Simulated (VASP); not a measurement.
# ZnCu2SnSe4: relaxation of cell and atoms with PBEsol

ZnCu2SnSe4:

```
Zn Cu Sn Se
1.0
    -2.88564    2.88564    5.73983
     2.88564   -2.88564    5.73983
     2.88564    2.88564   -5.73983
Zn Cu Sn Se
1 2 1 4
Direct
  0.75000 0.25000 0.50000
  0.25000 0.75000 0.50000
  0.00000 0.00000 0.00000
  0.50000 0.50000 0.00000
  0.62975 0.63653 0.52625
  0.11029 0.10351 0.47375
  0.89649 0.37025 0.00678
  0.36347 0.88971 0.99322
```

The cell comes from a database or a generator and needn't be the stable form of this composition.

```
Program                : VASP 6.6.1
Task                   : relaxation of cell and atoms
Functional             : PBEsol
Potentials or basis    : VASP PAW PBE potentials, release 64 (Zn, Cu, Sn_d, Se)
Cutoff                 : 600 eV
k mesh                 : 10 × 10 × 10
Occupations            : methfessel-paxton, width 0.1 eV
Spin                   : no spin polarisation
Further INCAR settings : ALGO = Normal; EDIFF = 1e-06; IBRION = 2; EDIFFG = -0.01; NSW = 90; ISIF = 3
```

- Relaxed volume: 22.73 Å³/atom
- Relaxed cell: a = 6.933 Å, b = 6.933 Å, c = 6.933 Å, α = 131.72°, β = 131.72°, γ = 70.67°
- Space group after relaxing (to 0.05 Å): I-4 (No. 82)
- Energy gained by relaxing: 11.9 meV/atom
- Ionic steps: 8
- Pressure after relaxing: 0.0 GPa
- Largest force after relaxing: 0.007 eV/Å
- Band gap on the k mesh: 0.03 eV, direct

Forces on the atoms (eV/Å):
```
Zn   0.000  0.000  0.000
Cu   0.000  0.000  0.000
Cu   0.000  0.000  0.000
Sn   0.000  0.000  0.000
Se   0.004  0.001  0.005
Se  -0.004 -0.001  0.005
Se  -0.001  0.004 -0.005
Se   0.001 -0.004 -0.005
```

Stress tensor (GPa, compression positive):
```
-0.05  0.00  0.00
 0.00 -0.05  0.00
 0.00  0.00  0.02
```

The path:
```csv
step,energy change (eV),largest force (eV/Å),pressure (GPa),volume (Å³)
1,0.0000,0.1306,-2.87,191.18
2,-0.0828,0.1828,0.93,179.59
3,-0.0890,0.1702,0.06,181.87
4,-0.0933,0.0976,0.02,181.79
5,-0.0954,0.0202,-0.01,181.67
6,-0.0954,0.0130,0.05,181.68
7,-0.0954,0.0123,0.04,181.69
8,-0.0955,0.0069,-0.03,181.86
```

Final structure:
```xyz
8
Lattice="-2.8352 2.8352 5.6559 2.8352 -2.8352 5.6559 2.8352 2.8352 -5.6559" Properties=species:S:1:pos:R:3 pbc="T T T"
Zn    0.0000    2.8352    2.8279
Cu    2.8352    0.0000    2.8279
Cu    0.0000    0.0000    0.0000
Sn    0.0000    0.0000    5.6559
Se    1.5328    1.4772    4.1776
Se    1.3024    1.3580   -1.4782
Se   -1.4772    1.5328    7.1341
Se    4.3124    1.3024    1.4782
```

Levels at points of the mesh, in eV from the valence-band top:
```csv
k point,band 34,band 35,band 36,band 37,band 38,band 39
"(0.00, 0.00, 0.00)",-0.25,0.00,0.00,0.03,1.60,2.24
"(0.50, 0.00, 0.00)",-1.28,-1.19,-0.61,1.37,2.71,2.91
"(0.50, 0.50, 0.00)",-0.81,-0.60,-0.42,0.15,1.80,2.58
"(0.50, 0.50, 0.50)",-1.22,-0.98,-0.98,0.85,1.65,1.65
```

Run time: 57 min on 4 MPI ranks on AMD EPYC 7R13 Processor (Zen 3), on a shared host, peak memory 1.5 GiB a rank.

Caveat: the PAW data sets were made with another functional, which shifts forces and pressure a little; spin-orbit coupling is left out, which moves the levels of the heavy elements. A k mesh can miss the band edges.
